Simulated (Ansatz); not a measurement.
# How far is this BeSe2 from the hull?

Theory: DFT PBE, scalar-relativistic, plane waves, PAW in Ansatz. All cells share a 420 eV cutoff and Γ-centred k meshes spaced about 0.3 Å⁻¹ or finer (0.25 for metals, 2π included). No spin polarisation.

The zero of energy is the elements' standard structures at the same level; no fitted shifts are applied.

All energies are static (0 K, no zero-point motion). Weakly bound directions are ill-defined at this level, which has no dispersion term (BeSe2 P4/nmm). The reference form of Se is held partly by dispersion forces, which this level lacks.

The competitors are the elements and 1 reference phase of this chemical system (from databases or known types: BeSe), relaxed at the same level; other known phases may be missing.

The candidate was reached from: a cell proposed by chemical analogy.

```xyz
6
Lattice="3.6940 0.0000 0.0000 0.0000 3.6940 0.0000 0.0000 0.0000 11.4721" Properties=species:S:1:pos:R:3 pbc="T T T"
Be    1.8470    1.8470    0.0000
Be    0.0000    0.0000    0.0000
Se    1.8470    0.0000   10.1394
Se    0.0000    1.8470    1.3327
Se    1.8470    1.8470    5.7361
Se    0.0000    0.0000    5.7361
```

The lowest competing mixture at this composition:

```csv
phase,space group,source,share of atoms,ΔE_f (eV/atom)
Se,-,element,0.3333,0.000
BeSe,F-43m (No. 216),COD,0.6667,-0.797
```

Question: What are the hull's energy here, the candidate's formation energy and its margin?

Answer: The hull lies at -0.531 eV/atom, the weighted sum of the last column. The candidate has -0.391 eV/atom, which is 140 meV/atom above it. The candidate matches no cell in the subsets of the Crystallography Open Database and the Materials Project at hand. It is metastable at best. Phonons aren't part of this comparison. It holds Se–Se nets (shortest 2.61 Å).
